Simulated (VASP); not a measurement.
A run of VASP 6.6.1 is set up as follows.

File INCAR:

```
SYSTEM = C
PREC = Accurate
ENCUT = 520
EDIFF = 1E-7
ISMEAR = 0
SIGMA = 0.02
LREAL = .False.
LASPH = .True.
NELM = 80
ALGO = Fast
ISIF = 2
LWAVE = .False.
LCHARG = .False.
GGA = PS
```

KPOINTS

```
Automatic mesh
0
Gamma
  14 14 14
  0 0 0
```

Contents of POSCAR:

```
C                                       
1.0
    0.0000000000      1.7783294398      1.7783294398
    1.7783294398      0.0000000000      1.7783294398
    1.7783294398      1.7783294398      0.0000000000
  C             
     2
Direct
     0.0000000000000000    0.0000000000000000    0.0000000000000000
     0.2500000000000000    0.2500000000000000    0.2500000000000000
```

KPOINTS_OPT

```
path GXWKGLUWLK,UX
10
line-mode
reciprocal
 0.0000000000  0.0000000000  0.0000000000  G
 0.5000000000  0.0000000000  0.5000000000  X

 0.5000000000  0.0000000000  0.5000000000  X
 0.5000000000  0.2500000000  0.7500000000  W

 0.5000000000  0.2500000000  0.7500000000  W
 0.3750000000  0.3750000000  0.7500000000  K

 0.3750000000  0.3750000000  0.7500000000  K
 0.0000000000  0.0000000000  0.0000000000  G

 0.0000000000  0.0000000000  0.0000000000  G
 0.5000000000  0.5000000000  0.5000000000  L

 0.5000000000  0.5000000000  0.5000000000  L
 0.6250000000  0.2500000000  0.6250000000  U

 0.6250000000  0.2500000000  0.6250000000  U
 0.5000000000  0.2500000000  0.7500000000  W

 0.5000000000  0.2500000000  0.7500000000  W
 0.5000000000  0.5000000000  0.5000000000  L

 0.5000000000  0.5000000000  0.5000000000  L
 0.3750000000  0.3750000000  0.7500000000  K

 0.6250000000  0.2500000000  0.6250000000  U
 0.5000000000  0.0000000000  0.5000000000  X
```

Potentials or basis: VASP PAW PBE potentials, release 64 (C).

The run is started by

```console
$ cat potpaw_PBE.64/C/POTCAR > POTCAR
$ mpirun -np 1 vasp_std > vasp.out
```

**Question.** Predict the band gap on the k mesh.

**Answer.** 4.03 eV, indirect (least direct gap 5.56 eV).

**Question.** Predict the pressure.

**Answer.** 0.0 GPa.

**Question.** What does it give for the band gap along the path?

**Answer.** 4.04 eV, indirect (least direct gap 5.56 eV).

Levels at the corners of the path, in eV from the valence-band top:
```
point  band 1  band 2  band 3  band 4  band 5  band 6  band 7  band 8
    Γ  -21.64    0.00    0.00    0.00    5.56    5.56    5.56   13.56
    X  -12.84  -12.84   -6.39   -6.39    4.62    4.62   16.92   16.92
    X  -12.84  -12.84   -6.39   -6.39    4.62    4.62   16.92   16.92
    W  -12.00  -12.00   -8.49   -8.49   10.50   10.50   12.42   12.42
    W  -12.00  -12.00   -8.49   -8.49   10.50   10.50   12.42   12.42
    K  -13.01  -11.80   -9.50   -5.44    5.55   10.70   14.44   15.74
    K  -13.01  -11.80   -9.50   -5.44    5.55   10.70   14.44   15.74
    Γ  -21.64    0.00    0.00    0.00    5.56    5.56    5.56   13.56
    Γ  -21.64    0.00    0.00    0.00    5.56    5.56    5.56   13.56
    L  -15.76  -13.56   -2.83   -2.83    8.42    8.42    8.96   15.57
    L  -15.76  -13.56   -2.83   -2.83    8.42    8.42    8.96   15.57
    U  -13.01  -11.80   -9.50   -5.44    5.55   10.70   14.44   15.74
    U  -13.01  -11.80   -9.50   -5.44    5.55   10.70   14.44   15.74
    W  -12.00  -12.00   -8.49   -8.49   10.50   10.50   12.42   12.42
    W  -12.00  -12.00   -8.49   -8.49   10.50   10.50   12.42   12.42
    L  -15.76  -13.56   -2.83   -2.83    8.42    8.42    8.96   15.57
    L  -15.76  -13.56   -2.83   -2.83    8.42    8.42    8.96   15.57
    K  -13.01  -11.80   -9.50   -5.44    5.55   10.70   14.44   15.74
    U  -13.01  -11.80   -9.50   -5.44    5.55   10.70   14.44   15.74
    X  -12.84  -12.84   -6.39   -6.39    4.62    4.62   16.92   16.92
```

Caveat: the PAW data sets were made with another functional, which shifts forces and pressure a little.
